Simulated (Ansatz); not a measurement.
Geometry optimisation, DFT PBE, scalar-relativistic, plane waves, PAW in Ansatz 0.2.0.

Input:

```yaml
crystal:
  lattice:
    - [6.892979, -2.421191, 0.0]
    - [6.892979, 2.421191, 0.0]
    - [-5.500686, 0.0, 6.796669]
  atoms:
    - { symbol: Si, position: [0.42405817, 0.90913524, 0.65428258] }
    - { symbol: Si, position: [0.09086474, 0.57594181, 0.84571738] }
    - { symbol: Si, position: [0.57594181, 0.09086474, 0.34571739] }
    - { symbol: Si, position: [0.90913523, 0.42405816, 0.1542826] }
    - { symbol: Si, position: [0.9738789, 0.02612107, 0.24999999] }
    - { symbol: Si, position: [0.02612108, 0.9738789, 0.74999998] }
    - { symbol: O, position: [0.71377843, 0.15436286, 0.31036878] }
    - { symbol: O, position: [0.84563711, 0.28622154, 0.1896312] }
    - { symbol: O, position: [0.28622155, 0.84563712, 0.68963119] }
    - { symbol: "N", position: [-0.27212309, 1.06271917, 0.56749168] }
    - { symbol: O, position: [0.27212326, 0.93728062, 0.43250829] }
    - { symbol: O, position: [0.06271935, 0.72787672, 0.0674917] }
    - { symbol: O, position: [0.21431427, 0.36716256, 0.31223304] }
    - { symbol: O, position: [0.63283741, 0.7856857, 0.18776694] }
    - { symbol: O, position: [0.78568571, 0.63283742, 0.68776693] }
    - { symbol: O, position: [0.36716257, 0.21431427, 0.81223303] }
    - { symbol: O, position: [0.93728063, 0.27212326, 0.93250827] }
total_charge: 1
basis:
  ecutwfc: 420.0
kpoints:
  mp_grid: { grid: [3, 3, 2] }
hamiltonian:
  xc: pbe
  pseudopotentials: { kind: paw, azcp: { folder: soft_1 } }
scf:
  occupations: { method: fermi_dirac, width: 0.05 }
  lower_state_search: "off"
relax:
  f_tol: 0.03
  max_steps: 60
  adjacent_minimum: "off"
```

Launched with:

```bash
$ ansatz run input.yaml --threads 2 --pin off --max-ram 5120MiB --backend cpu --events-out ev --progress --plain --runs-dir out
```

Question: Where does it end, and by what steps?

Answer: It converged. Limits of this set-up: coarse k mesh, no spin, though dangling bonds at a vacancy may carry it, a small cell, in which the defect meets its images, charged cell in a uniform background, uncorrected. After 16 steps the energy has fallen by 2.357 eV; Si2 moved furthest, 1.19 Å. Joined: Si2–O17 (3.70 → 1.88 Å).

```json
{"step": "0", "energy less start (eV)": "0.0000", "largest force component (eV/Å)": "2.510", "accepted": "yes"}
{"step": "1", "energy less start (eV)": "-0.3499", "largest force component (eV/Å)": "1.769", "accepted": "yes"}
{"step": "2", "energy less start (eV)": "-1.1533", "largest force component (eV/Å)": "1.818", "accepted": "yes"}
{"step": "3", "energy less start (eV)": "-1.6286", "largest force component (eV/Å)": "1.375", "accepted": "yes"}
{"step": "4", "energy less start (eV)": "-1.8589", "largest force component (eV/Å)": "0.883", "accepted": "yes"}
{"step": "5", "energy less start (eV)": "-1.9035", "largest force component (eV/Å)": "0.475", "accepted": "yes"}
{"step": "6", "energy less start (eV)": "-1.9279", "largest force component (eV/Å)": "0.403", "accepted": "yes"}
{"step": "7", "energy less start (eV)": "-1.9761", "largest force component (eV/Å)": "0.332", "accepted": "yes"}
{"step": "8", "energy less start (eV)": "-2.0951", "largest force component (eV/Å)": "0.501", "accepted": "yes"}
{"step": "9", "energy less start (eV)": "-2.2498", "largest force component (eV/Å)": "0.607", "accepted": "yes"}
{"step": "10", "energy less start (eV)": "-2.2992", "largest force component (eV/Å)": "0.831", "accepted": "yes"}
{"step": "11", "energy less start (eV)": "-2.1910", "largest force component (eV/Å)": "1.374", "accepted": "no"}
{"step": "12", "energy less start (eV)": "-2.3471", "largest force component (eV/Å)": "0.285", "accepted": "yes"}
{"step": "13", "energy less start (eV)": "-2.3472", "largest force component (eV/Å)": "0.403", "accepted": "yes"}
{"step": "14", "energy less start (eV)": "-2.3464", "largest force component (eV/Å)": "0.349", "accepted": "no"}
{"step": "15", "energy less start (eV)": "-2.3564", "largest force component (eV/Å)": "0.066", "accepted": "yes"}
{"step": "16", "energy less start (eV)": "-2.3570", "largest force component (eV/Å)": "0.016", "accepted": "yes"}
```

```xyz
17
Lattice="6.8930 -2.4212 0.0000 6.8930 2.4212 0.0000 -5.5007 0.0000 6.7967" Properties=species:S:1:pos:R:3
Si 5.606 1.083 4.403
Si -1.193 1.008 6.059
Si 2.719 -1.145 2.399
Si 8.474 -1.125 1.061
Si 5.597 -2.303 1.716
Si 3.163 2.646 4.847
O 4.368 -1.347 2.198
O 6.905 -1.539 1.026
O 3.962 1.299 4.538
N 2.102 3.409 3.943
O 6.109 1.595 2.957
O 4.975 1.542 0.580
O 2.482 0.440 2.058
O 8.801 0.448 1.187
O 5.833 -0.497 4.728
O -0.703 -0.476 5.676
O 3.840 -1.551 6.285
```

Time of the run: 84 s on 2 threads of Intel(R) Xeon(R) Platinum 8375C CPU @ 2.90GHz (Ice Lake), with other jobs on the host, peak memory 0.62 GiB.
